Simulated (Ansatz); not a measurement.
# SnSe: the cost of one run

Program: Ansatz 0.2.0. Level of theory: DFT PBE with spin–orbit coupling, plane waves, PAW. These are calculated values, not measurements.

2 further runs of the same task are left out: 1 that didn't finish, 1 set aside as unsound or not needed.

### Step 1. The starting structure

Symmetry: Fm-3m, No. 225, cubic system. Conventional cell: a = 6.020 Å, b = 6.020 Å, c = 6.020 Å, α = 90.00°, β = 90.00°, γ = 90.00°. Sn (site symmetry m-3m) is surrounded by 6 Se at 3.01 Å. Se (site symmetry m-3m) is surrounded by 6 Sn at 3.01 Å.

Structure file:

```cif
data_structure
_symmetry_space_group_name_H-M 'Fm-3m'
_symmetry_Int_Tables_number 225
_cell_length_a 6.0200
_cell_length_b 6.0200
_cell_length_c 6.0200
_cell_angle_alpha 90.000
_cell_angle_beta 90.000
_cell_angle_gamma 90.000
_cell_volume 218.17
loop_
_atom_site_label
_atom_site_type_symbol
_atom_site_symmetry_multiplicity
_atom_site_Wyckoff_symbol
_atom_site_fract_x
_atom_site_fract_y
_atom_site_fract_z
_atom_site_occupancy
Sn1 Sn 4 a 0.00000 0.00000 0.00000 1
Se1 Se 4 b 0.50000 0.00000 0.00000 1
```

The cell is the deposited one, not relaxed. At PBE, without spin–orbit coupling, an earlier run found 1.03 GPa for this cell of 27.271 Å³/atom (10×10×10 mesh), gap on the mesh 0.50 eV.

### Step 2. Spin-orbit coupling: bands, spin texture

Input file input.yaml:

```yaml
crystal:
  lattice:
    - [0.0, 3.0099999632, 3.0099999632]
    - [3.0099999632, 0.0, 3.0099999632]
    - [3.0099999632, 3.0099999632, 0.0]
  atoms:
    - { symbol: Sn, position: [0.0, 0.0, 0.0] }
    - { symbol: Se, position: [0.5, 0.5, 0.5] }
basis:
  ecutwfc: 420
  ecutrho_ratio: 4
kpoints:
  mp_grid: { grid: [8, 8, 8] }
  band_path:
    path:
      - [[0.0, 0.0, 0.0], [0.5, 0.0, 0.5], [0.625, 0.25, 0.625]]
      - [[0.375, 0.375, 0.75], [0.0, 0.0, 0.0], [0.5, 0.5, 0.5], [0.5, 0.25, 0.75], [0.5, 0.0, 0.5]]
    npoints: 10
hamiltonian:
  xc: pbe
scf:
  occupations: { method: gaussian, width: 0.05 }
output:
  forces: true
  stress: true
  eigenvalues: true
  populations: true
  eigenstates:
    nscf_kmesh: { grid: [14, 14, 14] }
    de_dk: true
    e_range: [-2.5, 3.002654343459]
  write_density: true
  write_potential: true
  elf: true
  volumetric_format: npy
magnetization:
  noncollinear: true
  spin_orbit: true
```

On the command line:

```sh
> ansatz run input.yaml --threads 4 --pin off --max-ram 9216MiB --backend cpu --events-out ev --progress --plain --runs-dir out
```

Q: Estimate wall time and peak memory on 4 threads of Arm Neoverse V2, shared host.

About 17 s, with a peak of 0.62 GiB.
